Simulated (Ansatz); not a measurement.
# BN: N interstitial

Method: DFT PBE, scalar-relativistic, plane waves, PAW (Ansatz 0.2.0). Settings: 420 eV cutoff, 2×2×2 k-mesh, Gaussian smearing of 0.01 eV, collinear spin in charge 0, -2 alone.

Host crystal, relaxed:

```cif
data_structure
_symmetry_space_group_name_H-M 'P 1'
_symmetry_Int_Tables_number 1
_cell_length_a 2.5122
_cell_length_b 2.5122
_cell_length_c 8.3432
_cell_angle_alpha 90.000
_cell_angle_beta 90.000
_cell_angle_gamma 120.000
_cell_volume 45.60
loop_
_atom_site_label
_atom_site_type_symbol
_atom_site_fract_x
_atom_site_fract_y
_atom_site_fract_z
_atom_site_occupancy
B1 B 0.33333 0.66667 0.25000 1
B2 B 0.66667 0.33333 0.75000 1
N1 N 0.33333 0.66667 0.75000 1
N2 N 0.66667 0.33333 0.25000 1
```

Supercell of 48 atoms, rows in host cell vectors: 0 0 1; 2 -2 0; 2 4 0. Atoms relax at the host's cell, keeping the symmetry that the supercell leaves at the site. The cell is small, so energies carry finite-size errors of tenths of an eV. The host's Kohn–Sham gap is 4.40 eV. Atoms are taken from and returned to the elements' standard states. Charged cells are corrected for image charges with the computed static dielectric tensor (mean 4.4) and aligned with the host's potential at far atoms (alignment terms reach 0.59 eV; the program doubts the alignment in some charges, where it is up to 0.59 eV). No band-filling term is added, and the Fermi level counts from the host's valence band top.

Defect: N interstitial set at (0.000, 0.000, 0.000) of the host cell. Before relaxation its nearest neighbours are 6 N at 2.54 Å, 6 B at 2.54 Å.

| charge | E_f at the valence band top (eV) | over the neutral state (eV) | moment (μB) | largest move (Å) | atoms near the site |
| --- | --- | --- | --- | --- | --- |
| 0 | 5.61 | 0.00 | 3.00 | 0.35 | 6 B at 2.81 Å, 6 N at 2.83 Å |
| -1 | 10.04 | 4.43 | 0.00 | 0.25 | 6 B at 2.65 Å |
| -2 | 13.77 | 8.16 | 1.00 | 0.19 | 6 B at 2.37 Å |

Among the charges computed the stable one is 0 at the valence band top, changing to -2 at 4.08 eV. In charge -1 the cell has partly filled bands: a level of the defect may be part filled, the carrier may sit in the host's bands, or levels may cross between the k points, so transitions that involve it are doubtful. Other sites of the defect weren't tried.